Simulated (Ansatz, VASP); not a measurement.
# Se: VASP beside Ansatz

```
CELL_PARAMETERS angstrom
2.81056 0.00000 0.00000
0.00000 2.81056 0.00000
0.00000 0.00000 2.81056
ATOMIC_POSITIONS crystal
Se 0.00000 0.00000 0.00000
```

This isn't the form of Se at room conditions, which is trigonal, of chains.

Alike in both runs: task relaxation of cell and atoms; functional PBE; k mesh 9 × 9 × 9; occupations fermi-dirac, width 0.05 eV; no spin polarisation.

```csv
,VASP,Ansatz
version,VASP 6.6.1,Ansatz 0.2.0
potentials or method,"VASP PAW PBE potentials, release 64 (Se)",Ansatz PAW
plane-wave cutoff (eV),600,420
valence electrons in the cell,6,16
```

|  | VASP | Ansatz | Ansatz less VASP |
| --- | --- | --- | --- |
| gap on the k mesh at the Fermi level, each at its own relaxed structure (eV) | none | none | - |
| relaxed volume (Å³/atom) | 22.82 | 22.82 | -0.005 |
| relaxed cell length with the largest relative difference (Å) | 2.837 | 2.836 | -0.0002 |
| energy change over the relaxation (meV/atom) | -4 | -4 | +0.1 |

A gap of «none» marks a metal or a gap that the smearing closes. The two sets of potentials don't hold the same shells in valence.

Caveats: the plane-wave basis is chosen anew once the cell has moved, so the energies of steps on either side of that aren't comparable (Ansatz).
